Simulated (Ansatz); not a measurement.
# Residual resistivity of an alloy: Ru(0001) with 2 layers of random Ru-Ta, 2x2

How strongly does chemical disorder scatter in Ru(0001) with 2 layers of random Ru-Ta, 2x2?

Program: Ansatz 0.2.0. Level of theory: Ansatz plane-wave DFT, PBE, PAW files; ballistic transport by layer matching (Landauer), zero bias; PAW set soft_1. Results are calculated unless marked as measured.

## 1. The structure

The cell holds 48 atoms: 46 Ru and 2 Ta. Its edges and angles: a = 5.412 Å, b = 5.412 Å, c = 25.691 Å, α = 90.0°, β = 90.0°, γ = 120.0°. It derives from Ru. Regions: lead, 40 atoms (40 Ru); scattering region, 8 atoms (6 Ru and 2 Ta). The structure is stacked along c, and the current runs across the ab planes.

## 2. With 2 alloy layers

In 2 layers a share of 0.25 of the sites is given to Ta at random. The layers about the cell's end stay perfect and serve as the lead. Energies from -0.05 to 0.05 eV in steps of 0.05 eV are too few for the program's thermal sum, so it prints no conductance; for a metal the transmission near the Fermi level serves, at a fraction of the cost.

Contents of input.yaml:

```yaml
crystal:
  lattice:
    - [5.4116, 0.0, 0.0]
    - [-2.7058, 4.6865830751, 0.0]
    - [0.0, 0.0, 25.6914]
  atoms:
    - { symbol: Ru, position: [0.1666666667, 0.3333333333, 0.0416666667] }
    - { symbol: Ru, position: [0.1666666667, 0.8333333333, 0.0416666667] }
    - { symbol: Ru, position: [0.6666666667, 0.3333333333, 0.0416666667] }
    - { symbol: Ru, position: [0.6666666667, 0.8333333333, 0.0416666667] }
    - { symbol: Ru, position: [0.3333333333, 0.1666666667, 0.125] }
    - { symbol: Ru, position: [0.3333333333, 0.6666666667, 0.125] }
    - { symbol: Ru, position: [0.8333333333, 0.1666666667, 0.125] }
    - { symbol: Ru, position: [0.8333333333, 0.6666666667, 0.125] }
    - { symbol: Ru, position: [0.1666666667, 0.3333333333, 0.2083333333] }
    - { symbol: Ru, position: [0.1666666667, 0.8333333333, 0.2083333333] }
    - { symbol: Ru, position: [0.6666666667, 0.3333333333, 0.2083333333] }
    - { symbol: Ru, position: [0.6666666667, 0.8333333333, 0.2083333333] }
    - { symbol: Ru, position: [0.3333333333, 0.1666666667, 0.2916666667] }
    - { symbol: Ru, position: [0.3333333333, 0.6666666667, 0.2916666667] }
    - { symbol: Ru, position: [0.8333333333, 0.1666666667, 0.2916666667] }
    - { symbol: Ru, position: [0.8333333333, 0.6666666667, 0.2916666667] }
    - { symbol: Ru, position: [0.1666666667, 0.3333333333, 0.375] }
    - { symbol: Ru, position: [0.1666666667, 0.8333333333, 0.375] }
    - { symbol: Ru, position: [0.6666666667, 0.3333333333, 0.375] }
    - { symbol: Ru, position: [0.6666666667, 0.8333333333, 0.375] }
    - { symbol: Ru, position: [0.3333333333, 0.1666666667, 0.4583333333] }
    - { symbol: Ru, position: [0.3333333333, 0.6666666667, 0.4583333333] }
    - { symbol: Ru, position: [0.8333333333, 0.1666666667, 0.4583333333] }
    - { symbol: Ru, position: [0.8333333333, 0.6666666667, 0.4583333333] }
    - { symbol: Ru, position: [0.1666666667, 0.3333333333, 0.5416666667] }
    - { symbol: Ru, position: [0.1666666667, 0.8333333333, 0.5416666667] }
    - { symbol: Ta, position: [0.6666666667, 0.3333333333, 0.5416666667] }
    - { symbol: Ta, position: [0.6666666667, 0.8333333333, 0.5416666667] }
    - { symbol: Ru, position: [0.3333333333, 0.1666666667, 0.625] }
    - { symbol: Ru, position: [0.3333333333, 0.6666666667, 0.625] }
    - { symbol: Ru, position: [0.8333333333, 0.1666666667, 0.625] }
    - { symbol: Ru, position: [0.8333333333, 0.6666666667, 0.625] }
    - { symbol: Ru, position: [0.1666666667, 0.3333333333, 0.7083333333] }
    - { symbol: Ru, position: [0.1666666667, 0.8333333333, 0.7083333333] }
    - { symbol: Ru, position: [0.6666666667, 0.3333333333, 0.7083333333] }
    - { symbol: Ru, position: [0.6666666667, 0.8333333333, 0.7083333333] }
    - { symbol: Ru, position: [0.3333333333, 0.1666666667, 0.7916666667] }
    - { symbol: Ru, position: [0.3333333333, 0.6666666667, 0.7916666667] }
    - { symbol: Ru, position: [0.8333333333, 0.1666666667, 0.7916666667] }
    - { symbol: Ru, position: [0.8333333333, 0.6666666667, 0.7916666667] }
    - { symbol: Ru, position: [0.1666666667, 0.3333333333, 0.875] }
    - { symbol: Ru, position: [0.1666666667, 0.8333333333, 0.875] }
    - { symbol: Ru, position: [0.6666666667, 0.3333333333, 0.875] }
    - { symbol: Ru, position: [0.6666666667, 0.8333333333, 0.875] }
    - { symbol: Ru, position: [0.3333333333, 0.1666666667, 0.9583333333] }
    - { symbol: Ru, position: [0.3333333333, 0.6666666667, 0.9583333333] }
    - { symbol: Ru, position: [0.8333333333, 0.1666666667, 0.9583333333] }
    - { symbol: Ru, position: [0.8333333333, 0.6666666667, 0.9583333333] }
kpoints:
  mp_grid: { grid: [5, 5, 1] }
hamiltonian:
  xc: pbe
  pseudopotentials: { kind: paw, azcp: { folder: soft_1 } }
scf:
  occupations: { method: fermi_dirac, width: 0.1 }
output:
  transmission:
    leads: [[0, 8]]
    kmesh: [10, 10]
    e_range: [-0.05, 0.05]
    de: 0.05
  write_potential: true
  write_density: true
  volumetric_format: npy
```

The run is started by

```console
$ ansatz run input.yaml --threads 4 --pin off --max-ram 15360MiB --backend cpu --events-out ev --progress --plain --runs-dir out
```

Numbers of over 12 decimals in the logs are rounded to 6 here.

Output:

```text
Engine: ansatz 0.2.0, x86_64-unknown-linux-gnu
Pseudopotentials: kind: paw
Pseudopotential: Ru, paw, valence charge 16, recommended cutoff 420 eV (normal), soft_1/Ru.paw.azcp
Pseudopotential: Ta, paw, valence charge 13, recommended cutoff 420 eV (normal), soft_1/Ta.paw.azcp
Functional definition: PBE
  parameter kappa = 0.804
  parameter beta = 0.066725
  exchange = pbe_x(kappa = kappa, mu = beta*pi^2/3)
  correlation = pbe_c(beta = beta)
Crystal: 48 atoms, lattice volume = 651.583 Å³
Basis set: ecut = 420 eV, 12691 PW (Γ)
Bands: 458, of which v1, the nominal top of the filled ones, is band 381 counted from 1 (380 counted from 0)
Symmetry: 8 space group operations
Space group: Pmm2 (ITA 25), of the structure as read, at distance tolerance 8.7e-5 Å
k-points: 9 of 25 (time reversal used)
Non-local potential: Ru, projectors of the file, l = 0: 3, l = 1: 2, l = 2: 2, l = 3: 1
Non-local potential: Ta, projectors of the file, l = 0: 3, l = 1: 2, l = 2: 2, l = 3: 1
PAW form: soft (Blöchl's): semilocal exchange-correlation on the pseudo side does not see the compensation charge
PAW one-centre angular grid: Ru, 590 points (default); XC on 64 Gauss nodes
PAW one-centre angular grid: Ta, 590 points (default); XC on 64 Gauss nodes
Initial density: superposition of atomic densities (chi_scale 0.1, normalization cell, long waves of neutral atoms (reshape's long-wave potential 5.38 eV rms, cloud 3.16 Å wide))
Initial wavefunctions: pseudopotential atomic-orbital guess
Functional: x = pbe(κ = 0.804, μ = 0.219515), c = pbe(β = 0.066725)
SCF iter   1: F=—  HF=-290348.088665 eV  |F-HF|=—  |Δ(HF+E_count)|=         —  Δρ=1.60e-1  dr2=1.06e3  ethr=3.10e-3  ⟨swp⟩=5.0  Hψ=13747  notcnv=0  defer=2
preconditioner: auto → Kerker (q_TF=auto, 2.800 Å⁻¹)  [metal: Δε(μ)=0.006 eV  Ē_g=5.330 eV  σ=0.100 eV  W_gap=0.01  n_scr=268 (ndim 8)  ℏωp=28.3 eV  f_vac=0.000  D(μ)=38.56/eV (n_scr^D=380)]
SCF iter   2: F=—  HF=-290304.968671 eV  |F-HF|=—  |Δ(HF+E_count)|=    4.31e1  Δρ=8.04e-2  dr2=4.33e2  ethr=3.10e-3  ⟨swp⟩=2.6  Hψ=7851  notcnv=0  defer=25
SCF iter   3: F=—  HF=-290288.968237 eV  |F-HF|=—  |Δ(HF+E_count)|=    1.60e1  Δρ=1.37e-2  dr2=2.36e1  ethr=3.10e-3  ⟨swp⟩=2.8  Hψ=7086  notcnv=0  defer=32
SCF iter   4: F=—  HF=-290288.535695 eV  |F-HF|=—  |Δ(HF+E_count)|=   4.33e-1  Δρ=3.13e-3  dr2=7.81e-1  ethr=3.10e-3  ⟨swp⟩=1.0  Hψ=4743  notcnv=0  defer=36
SCF iter   5: F=—  HF=-290288.522016 eV  |F-HF|=—  |Δ(HF+E_count)|=   1.37e-2  Δρ=1.15e-3  dr2=1.50e-1  ethr=1.03e-4  ⟨swp⟩=1.0  Hψ=4053  notcnv=0  defer=65
SCF iter   6: F=—  HF=-290288.518906 eV  |F-HF|=—  |Δ(HF+E_count)|=   3.11e-3  Δρ=2.61e-4  dr2=2.22e-3  ethr=1.97e-5  ⟨swp⟩=1.0  Hψ=4053  notcnv=0  defer=65
SCF iter   7: F=—  HF=-290288.518850 eV  |F-HF|=—  |Δ(HF+E_count)|=   5.62e-5  Δρ=6.85e-5  dr2=4.53e-4  ethr=2.91e-7  ⟨swp⟩=1.8  Hψ=4491  notcnv=0  defer=65
SCF iter   8: F=—  HF=-290288.518816 eV  |F-HF|=—  |Δ(HF+E_count)|=   3.38e-5  Δρ=1.66e-5  dr2=1.04e-5  ethr=5.94e-8  ⟨swp⟩=1.0  Hψ=4053  notcnv=0  defer=65
SCF iter   9: F=—  HF=-290288.520159 eV  |F-HF|=—  |Δ(HF+E_count)|=   1.34e-3  Δρ=4.54e-6  dr2=4.24e-6  ethr=1.37e-9  ⟨swp⟩=1.9  Hψ=4480  notcnv=0  defer=65
SCF iter  10: F=—  HF=-290288.520159 eV  |F-HF|=—  |Δ(HF+E_count)|=   1.87e-8  Δρ=1.45e-6  dr2=1.40e-7  ethr=5.57e-10  ⟨swp⟩=1.0  Hψ=4053  notcnv=0  defer=65
SCF iter  11: F=-290288.520159 eV  HF=-290288.520159 eV  |F-HF|=1.60e-8  |Δ(HF+E_count)|=   4.31e-9  Δρ=3.57e-7  dr2=1.63e-8  ethr=1.31e-11  ⟨swp⟩=7.8  Hψ=9223  notcnv=0
SCF 1 converged in 11 iterations: F = -290288.520159 eV  dr2 = 1.63e-8
  greatest PAW one-centre occupation: 1.000 electrons in one spin orbital (limit 2), on the Ru atom at site 25 (counted from 0), in its partial waves of l = 0
transmission: 152 of 1488 steps passed
transmission: 299 of 1488 steps passed
[...]
transmission: 1488 of 1488 steps passed
SCF converged after 11 iterations
Free energy (F): -290288.520159 eV
Harris-Foulkes:  -290288.520159 eV  (|F-HF|=1.60e-8)
Internal energy: -290286.956026 eV  (E = F + TS)
E sigma→0 (E₀):  -290287.738092 eV
Entropy (-TS):   -1.564132 eV (-32.586 meV/atom)
Fermi energy:    23.425843 eV
--- Per-component energies (eV) ---
  E_band       = -2591.543724
  E_kinetic    = 21996.053461
  E_local      = -59792.136643  (includes V_loc(G=0)·N_el)
  E_nonlocal   = 18959.895839
  E_hartree    = 19996.582446
  E_xc         = -8479.726621
  E_vxc        = -10379.634644  (∫ρ·V_xc dr)
  E_paw        = -177682.563607  (= ΣΔE_a)
  E_vpaw       = -13368.916789  (= ΣTr[D̂ρ^β])
  E_aug_tail   = 0.028931  (compensation charges beyond the density's cutoff)
  E_ewald      = -105285.089832
  E_smearing   = -1.564132  (= −TS)
  E_closure    = 0.000000  (closes the sum)
  Σ components = -290288.520159   (vs F -290288.520159, Δ=0.00e0)
--- Band table (eV; the first three rows and the last of 9) ---
  k-point 0: bands = [... 377 lower, 24.0909, 24.1167, 24.1221, 24.1791, 24.2209, 24.4987, 24.5127, 24.5189, ... 73 higher]
  k-point 1: bands = [... 377 lower, 23.5353, 23.6575, 23.7287, 23.7337, 23.7714, 23.8033, 24.0692, 24.0800, ... 73 higher]
  k-point 2: bands = [... 377 lower, 23.1069, 23.1394, 23.2009, 23.2047, 23.2395, 23.2553, 23.2927, 23.4076, ... 73 higher]
  k-point 8: bands = [... 377 lower, 22.9635, 23.0428, 23.0550, 23.0715, 23.2523, 23.3010, 23.3211, 23.3747, ... 73 higher]
--- Transmission ---
  basis      : 223 plane waves across, 48 finite elements along
  points     : 31, standing for a mesh of 10 x 10
  energies   : 3 from -0.050000 to 0.050000 eV about the Fermi level, 0.050000 eV apart; the leads are filled to 0.000000 eV, and channels, transmission and decay are at 0.000000 eV
  crystal 0  : Ru8, at the sites [0, 8], period 4.2819 Å, over 23.55 Å; its Hamiltonian steps by up to 11.2 meV
    offset         : up to 0.0000 Å between an atom of the period and one for which it stands
    channels       : 5.280000e0 a spin
    conductance    : none, the energies end too early or step too widely for 300 K: set another output.transmission.e_range or a lower de, or, where they end at an eighth of basis.ecutwfc, a higher one
  junction   : crystal 0 to crystal 0, 1.44 to 22.85 Å
    transmission   : 3.368731e0 a spin
    conductance    : none, the energies end too early or step too widely for 300 K: set another output.transmission.e_range or a lower de, or, where they end at an eighth of basis.ecutwfc, a higher one
```

The job ended after 4.9 min (4 threads of Intel Xeon Platinum 8375C at 2.90GHz (Ice Lake), shared host; peak memory 6 GiB; 17 min of CPU time).

This step gave:

```
free energy                                    : -290288.5202 eV
energy at zero smearing                        : -290287.7381 eV
Fermi energy                                   : 23.43 eV
cell area                                      : 25.36 Å²
transmission per spin nearest the Fermi level  : 3.369
open channels per spin nearest the Fermi level : 5.28
step of the lead's potential                   : 11.2 meV
```

Per spin. The transmission, zone mean by energy, zero at the Fermi level:

| energy (eV) | transmission, zone mean |
| --- | --- |
| -0.0500 | 3.29 |
| 0.0000 | 3.37 |
| 0.0500 | 3.51 |

Per spin. Open channels, zone mean, lead against energy, zero at the Fermi level:

| energy (eV) | open channels, zone mean, lead |
| --- | --- |
| -0.0500 | 5.08 |
| 0.0000 | 5.28 |
| 0.0500 | 5.88 |

Transmission over k1 and k2. At 0.0000 eV from the Fermi level.

Ten even steps from '_' (0.61) to '@' (9.72):
```
__::::..::::__..__..
__::::::::::::__....
__::::++**++::::____
..--::**@@@@**::--..
----==++@@@@@@++==--
....--::**@@@@**::--
______::::++**++::::
__....__::::::::::::
__..__..__::::..::::
--..____..--..____..
```
Columns: k1 (b1) from -0.5 to 0.4; rows upwards: k2 (b2) from -0.5 to 0.4.

Open channels over k1 and k2. At 0.0000 eV from the Fermi level.

Ten even steps from '0' (2.0) to '9' (12.0):
```
2433342101
1333333100
1335753311
2337997332
4435999534
2233799733
1113357533
1001333333
2101243334
4211242112
```
Columns: k1 (b1) from -0.5 to 0.4; rows upwards: k2 (b2) from -0.5 to 0.4.

Over the solved energies the transmission per spin lies between 3.29 and 3.51, out of 5.41 channels of the lead on average (up to 5.88).

## 3. With 6 alloy layers

In 6 layers a share of 0.25 of the sites is given to Ta at random. A fresh draw is used; the growth of the resistance with length is what counts.

System of this step: Ru(0001) with 6 layers of random Ru-Ta, 2x2. The cell holds 64 atoms: 58 Ru and 6 Ta. Its edges and angles: a = 5.412 Å, b = 5.412 Å, c = 34.255 Å, α = 90.0°, β = 90.0°, γ = 120.0°. It derives from Ru. Regions: lead, 40 atoms (40 Ru); scattering region, 24 atoms (18 Ru and 6 Ta). The structure is stacked along c, and the current runs across the ab planes.

Contents of input.yaml:

```yaml
crystal:
  lattice:
    - [5.4116, 0.0, 0.0]
    - [-2.7058, 4.6865830751, 0.0]
    - [0.0, 0.0, 34.2552]
  atoms:
    - { symbol: Ru, position: [0.1666666667, 0.3333333333, 0.03125] }
    - { symbol: Ru, position: [0.1666666667, 0.8333333333, 0.03125] }
    - { symbol: Ru, position: [0.6666666667, 0.3333333333, 0.03125] }
    - { symbol: Ru, position: [0.6666666667, 0.8333333333, 0.03125] }
    - { symbol: Ru, position: [0.3333333333, 0.1666666667, 0.09375] }
    - { symbol: Ru, position: [0.3333333333, 0.6666666667, 0.09375] }
    - { symbol: Ru, position: [0.8333333333, 0.1666666667, 0.09375] }
    - { symbol: Ru, position: [0.8333333333, 0.6666666667, 0.09375] }
    - { symbol: Ru, position: [0.1666666667, 0.3333333333, 0.15625] }
    - { symbol: Ru, position: [0.1666666667, 0.8333333333, 0.15625] }
    - { symbol: Ru, position: [0.6666666667, 0.3333333333, 0.15625] }
    - { symbol: Ru, position: [0.6666666667, 0.8333333333, 0.15625] }
    - { symbol: Ru, position: [0.3333333333, 0.1666666667, 0.21875] }
    - { symbol: Ru, position: [0.3333333333, 0.6666666667, 0.21875] }
    - { symbol: Ru, position: [0.8333333333, 0.1666666667, 0.21875] }
    - { symbol: Ru, position: [0.8333333333, 0.6666666667, 0.21875] }
    - { symbol: Ru, position: [0.1666666667, 0.3333333333, 0.28125] }
    - { symbol: Ru, position: [0.1666666667, 0.8333333333, 0.28125] }
    - { symbol: Ru, position: [0.6666666667, 0.3333333333, 0.28125] }
    - { symbol: Ru, position: [0.6666666667, 0.8333333333, 0.28125] }
    - { symbol: Ru, position: [0.3333333333, 0.1666666667, 0.34375] }
    - { symbol: Ta, position: [0.3333333333, 0.6666666667, 0.34375] }
    - { symbol: Ru, position: [0.8333333333, 0.1666666667, 0.34375] }
    - { symbol: Ru, position: [0.8333333333, 0.6666666667, 0.34375] }
    - { symbol: Ru, position: [0.1666666667, 0.3333333333, 0.40625] }
    - { symbol: Ru, position: [0.1666666667, 0.8333333333, 0.40625] }
    - { symbol: Ru, position: [0.6666666667, 0.3333333333, 0.40625] }
    - { symbol: Ru, position: [0.6666666667, 0.8333333333, 0.40625] }
    - { symbol: Ta, position: [0.3333333333, 0.1666666667, 0.46875] }
    - { symbol: Ru, position: [0.3333333333, 0.6666666667, 0.46875] }
    - { symbol: Ru, position: [0.8333333333, 0.1666666667, 0.46875] }
    - { symbol: Ru, position: [0.8333333333, 0.6666666667, 0.46875] }
    - { symbol: Ta, position: [0.1666666667, 0.3333333333, 0.53125] }
    - { symbol: Ta, position: [0.1666666667, 0.8333333333, 0.53125] }
    - { symbol: Ru, position: [0.6666666667, 0.3333333333, 0.53125] }
    - { symbol: Ta, position: [0.6666666667, 0.8333333333, 0.53125] }
    - { symbol: Ta, position: [0.3333333333, 0.1666666667, 0.59375] }
    - { symbol: Ru, position: [0.3333333333, 0.6666666667, 0.59375] }
    - { symbol: Ru, position: [0.8333333333, 0.1666666667, 0.59375] }
    - { symbol: Ru, position: [0.8333333333, 0.6666666667, 0.59375] }
    - { symbol: Ru, position: [0.1666666667, 0.3333333333, 0.65625] }
    - { symbol: Ru, position: [0.1666666667, 0.8333333333, 0.65625] }
    - { symbol: Ru, position: [0.6666666667, 0.3333333333, 0.65625] }
    - { symbol: Ru, position: [0.6666666667, 0.8333333333, 0.65625] }
    - { symbol: Ru, position: [0.3333333333, 0.1666666667, 0.71875] }
    - { symbol: Ru, position: [0.3333333333, 0.6666666667, 0.71875] }
    - { symbol: Ru, position: [0.8333333333, 0.1666666667, 0.71875] }
    - { symbol: Ru, position: [0.8333333333, 0.6666666667, 0.71875] }
    - { symbol: Ru, position: [0.1666666667, 0.3333333333, 0.78125] }
    - { symbol: Ru, position: [0.1666666667, 0.8333333333, 0.78125] }
    - { symbol: Ru, position: [0.6666666667, 0.3333333333, 0.78125] }
    - { symbol: Ru, position: [0.6666666667, 0.8333333333, 0.78125] }
    - { symbol: Ru, position: [0.3333333333, 0.1666666667, 0.84375] }
    - { symbol: Ru, position: [0.3333333333, 0.6666666667, 0.84375] }
    - { symbol: Ru, position: [0.8333333333, 0.1666666667, 0.84375] }
    - { symbol: Ru, position: [0.8333333333, 0.6666666667, 0.84375] }
    - { symbol: Ru, position: [0.1666666667, 0.3333333333, 0.90625] }
    - { symbol: Ru, position: [0.1666666667, 0.8333333333, 0.90625] }
    - { symbol: Ru, position: [0.6666666667, 0.3333333333, 0.90625] }
    - { symbol: Ru, position: [0.6666666667, 0.8333333333, 0.90625] }
    - { symbol: Ru, position: [0.3333333333, 0.1666666667, 0.96875] }
    - { symbol: Ru, position: [0.3333333333, 0.6666666667, 0.96875] }
    - { symbol: Ru, position: [0.8333333333, 0.1666666667, 0.96875] }
    - { symbol: Ru, position: [0.8333333333, 0.6666666667, 0.96875] }
kpoints:
  mp_grid: { grid: [5, 5, 1] }
hamiltonian:
  xc: pbe
  pseudopotentials: { kind: paw, azcp: { folder: soft_1 } }
scf:
  occupations: { method: fermi_dirac, width: 0.1 }
output:
  transmission:
    leads: [[0, 8]]
    kmesh: [10, 10]
    e_range: [-0.05, 0.05]
    de: 0.05
  write_potential: true
  write_density: true
  volumetric_format: npy
```

Output:

```text
[...]
Crystal: 64 atoms, lattice volume = 868.777 Å³
Basis set: ecut = 420 eV, 16909 PW (Γ)
Bands: 604, of which v1, the nominal top of the filled ones, is band 503 counted from 1 (502 counted from 0)
Symmetry: 2 space group operations
[...]
k-points: 9 of 25 (time reversal used)
[...]
SCF iter   1: F=—  HF=-400688.688887 eV  |F-HF|=—  |Δ(HF+E_count)|=         —  Δρ=1.92e-1  dr2=4.57e3  ethr=3.10e-3  ⟨swp⟩=5.0  Hψ=17904  notcnv=0  defer=2
[...]
SCF iter  11: F=-400564.819217 eV  HF=-400564.819217 eV  |F-HF|=2.54e-8  |Δ(HF+E_count)|=   1.17e-8  Δρ=5.16e-7  dr2=2.62e-8  ethr=9.94e-12  ⟨swp⟩=8.2  Hψ=14148  notcnv=0
SCF 1 converged in 11 iterations: F = -400564.819217 eV  dr2 = 2.62e-8
[...]
transmission: 197 of 1953 steps passed
transmission: 392 of 1953 steps passed
[...]
transmission: 1953 of 1953 steps passed
SCF converged after 11 iterations
Free energy (F): -400564.819217 eV
[...]
Internal energy: -400562.877755 eV  (E = F + TS)
E sigma→0 (E₀):  -400563.848486 eV
Entropy (-TS):   -1.941462 eV (-30.335 meV/atom)
Fermi energy:    23.561456 eV
[...]
--- Band table (eV; the first three rows and the last of 9) ---
  k-point 0: bands = [... 499 lower, 24.3998, 24.4229, 24.4461, 24.4931, 24.4972, 24.5122, 24.5247, 24.5483, ... 97 higher]
  k-point 1: bands = [... 499 lower, 23.7769, 23.8396, 23.8930, 23.9187, 23.9540, 23.9815, 24.0202, 24.0920, ... 97 higher]
  k-point 2: bands = [... 499 lower, 23.2168, 23.2696, 23.3131, 23.3256, 23.3737, 23.4372, 23.4505, 23.4938, ... 97 higher]
  k-point 8: bands = [... 499 lower, 23.1073, 23.2033, 23.2383, 23.3079, 23.3197, 23.3441, 23.4531, 23.5285, ... 97 higher]
--- Transmission ---
  basis      : 223 plane waves across, 63 finite elements along
  points     : 31, standing for a mesh of 10 x 10
[...]
channels       : 5.280000e0 a spin
[...]
junction   : crystal 0 to crystal 0, -0.70 to 29.28 Å
    transmission   : 2.306449e0 a spin
[...]
```

Wall time 6.6 min (4 threads); peak memory 9 GiB.

Numbers from this step:

| Item | Value |
| --- | --- |
| free energy | -400564.8192 eV |
| energy at zero smearing | -400563.8485 eV |
| Fermi energy | 23.56 eV |
| transmission per spin nearest the Fermi level | 2.306 |
| step of the lead's potential | 8.8 meV |

Per spin. Table of transmission, zone mean by energy, zero at the Fermi level:

| energy (eV) | transmission, zone mean |
| --- | --- |
| -0.0500 | 2.31 |
| 0.0000 | 2.31 |
| 0.0500 | 2.33 |

Over the solved energies the transmission per spin lies between 2.31 and 2.33, out of 5.46 channels of the lead on average (up to 5.94).

(Continued in part 2 of 2.)

[Logs are printed without paths, hosts, clocks, repeated set-up lines and the standing remarks that a program may print on its own settings, such as how far it seeks lower states.]

[Hosts, paths, dates, database ids (printed as entryN), source tags and the programs' standing remarks are cut or masked in the printed files.]
